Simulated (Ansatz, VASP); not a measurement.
## One calculation of HgSe, two programs

```
Hg Se
1.0
     0.00000    3.09150    3.09150
     3.09150    0.00000    3.09150
     3.09150    3.09150    0.00000
Hg Se
1 1
Direct
  0.00000 0.00000 0.00000
  0.25000 0.25000 0.25000
```

Alike in both runs: functional r2SCAN; k mesh 7 × 7 × 7; occupations fermi-dirac, width 0.02 eV; no spin polarisation.

Ansatz relaxed the structure, and its values are those at the end. VASP's run is a single point on that final structure, the one shown.

|  | VASP | Ansatz |
| --- | --- | --- |
| version | VASP 6.6.1 | Ansatz 0.2.0 |
| potentials or method | VASP PAW PBE potentials, release 64 (Hg, Se) | PAW with Ansatz's default frozen-core files, scalar-relativistic |
| plane-wave cutoff (eV) | 520 | 500 |
| valence electrons in the cell | 18 | 36 |

VASP gave:

| Item | Value |
| --- | --- |
| pressure (GPa) | 0.2 |

Which values does Ansatz return?

Pressure (GPa): 0.0.

With one functional, cell and mesh, what is left measures potentials, basis and numerics. The two sets of potentials don't hold the same shells in valence. Ansatz warned: «gradients_without_spin_orbit».

Caveats: the PAW data sets were made with another functional, which shifts forces and pressure a little (VASP). Spin-orbit coupling is left out, which matters for the levels of Hg.
